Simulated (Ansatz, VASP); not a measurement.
# Two plane-wave programs on Sb

```
CELL_PARAMETERS angstrom
1.66000 2.87521 0.00000
0.00000 0.00000 5.47359
4.97947 -2.87490 0.00000
ATOMIC_POSITIONS crystal
Sb 0.50000 0.25000 0.83300
Sb 0.00000 0.25000 0.33300
Sb 0.50000 0.75000 0.16700
Sb 0.00000 0.75000 0.66700
```

Alike in both runs: functional PBE; dispersion D3(BJ); k mesh 16 × 8 × 10; occupations gaussian, width 0.1 eV; no spin polarisation.

Ansatz relaxed the structure, and its values are those at the end. VASP's run is a single point on that final structure, the one shown.

|  | VASP | Ansatz |
| --- | --- | --- |
| version | VASP 6.6.1 | Ansatz 0.2.0 |
| potentials or method | VASP PAW PBE potentials, release 64 (Sb) | scalar-relativistic, plane waves, PAW |
| plane-wave cutoff (eV) | 520 | 420 |
| valence electrons in the cell | 20 | 60 |

Ansatz gave:

```
gap on the k mesh at the Fermi level (eV) : none
pressure (GPa)                            : 0.0
```

Estimate VASP's values.

gap on the k mesh at the Fermi level (eV): none; pressure (GPa): -0.2.

A gap of «none» marks a metal or a gap that the smearing closes. The two sets of potentials don't hold the same shells in valence.

Caveats: pairwise dispersion overbinds metals, which lowers pressure and volume. The runs have no spin-orbit coupling, so splittings on Sb are missing.
